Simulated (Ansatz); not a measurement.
# MoSe2: the cost of one run

Method: DFT PBEsol+U (U_eff = 4 eV on Mo d), plane waves, PAW, in Ansatz 0.2.0.

The COD entry's cell or inner coordinates are ideal or old and differ from later refinements, so a difference from it is no clean test against experiment.

**1. The structure to begin with**

The structure is hexagonal, space group P6_3/mmc (No. 194). Conventional cell: a = 3.288 Å, b = 3.288 Å, c = 12.900 Å, α = 90.00°, β = 90.00°, γ = 120.00°. Around Mo (site symmetry -6m2) lie 6 Se at 2.49 Å. Around Se (site symmetry 3m) lie 3 Mo at 2.49 Å.

Structure file:

```cif
data_structure
_symmetry_space_group_name_H-M 'P 1'
_symmetry_Int_Tables_number 1
_cell_length_a 3.2880
_cell_length_b 3.2880
_cell_length_c 12.9000
_cell_angle_alpha 90.000
_cell_angle_beta 90.000
_cell_angle_gamma 120.000
_cell_volume 120.78
loop_
_atom_site_label
_atom_site_type_symbol
_atom_site_fract_x
_atom_site_fract_y
_atom_site_fract_z
_atom_site_occupancy
Mo1 Mo 0.33333 0.66667 0.25000 1
Mo2 Mo 0.66667 0.33333 0.75000 1
Se1 Se 0.33333 0.66667 0.62500 1
Se2 Se 0.66667 0.33333 0.12500 1
Se3 Se 0.33333 0.66667 0.87500 1
Se4 Se 0.66667 0.33333 0.37500 1
```

**2. Ferromagnetic start, free, symmetry kept, no search**

input.yaml reads:

```yaml
crystal:
  lattice:
    - [3.28799957, 0.0, 0.0]
    - [-1.64399979, 2.84749116, 0.0]
    - [0.0, 0.0, 12.90000092]
  atoms:
    - { symbol: Mo, position: [0.3333333333, 0.6666666667, 0.25], spin: 2.0 }
    - { symbol: Mo, position: [0.6666666667, 0.3333333333, 0.75], spin: 2.0 }
    - { symbol: Se, position: [0.3333333333, 0.6666666667, 0.625] }
    - { symbol: Se, position: [0.6666666667, 0.3333333333, 0.125] }
    - { symbol: Se, position: [0.3333333333, 0.6666666667, 0.875] }
    - { symbol: Se, position: [0.6666666667, 0.3333333333, 0.375] }
basis:
  ecutwfc: 420
  ecutrho_ratio: 4
kpoints:
  mp_grid: { grid: [7, 7, 2] }
hamiltonian:
  xc: pbesol
  hubbard:
    sites: [{ site: 0, l: d, u_eff: 4.0 }, { site: 1, l: d, u_eff: 4.0 }]
scf:
  occupations: { method: gaussian, width: 0.05 }
  lower_state_search: "off"
  max_iter: 150
output:
  forces: true
  stress: true
  eigenvalues: true
  populations: true
  hubbard: { sites: [{ site: 0, l: d }, { site: 1, l: d }] }
magnetization:
  spin_polarized: true
```

Run with:

```
$ ansatz run input.yaml --threads 4 --pin off --max-ram 6144MiB --backend cpu --events-out ev --progress --plain --runs-dir out
```

Q: Estimate wall time and peak memory on 4 threads of Arm Neoverse V2, shared host.

About 6.8 s, with a peak of 0.63 GiB.
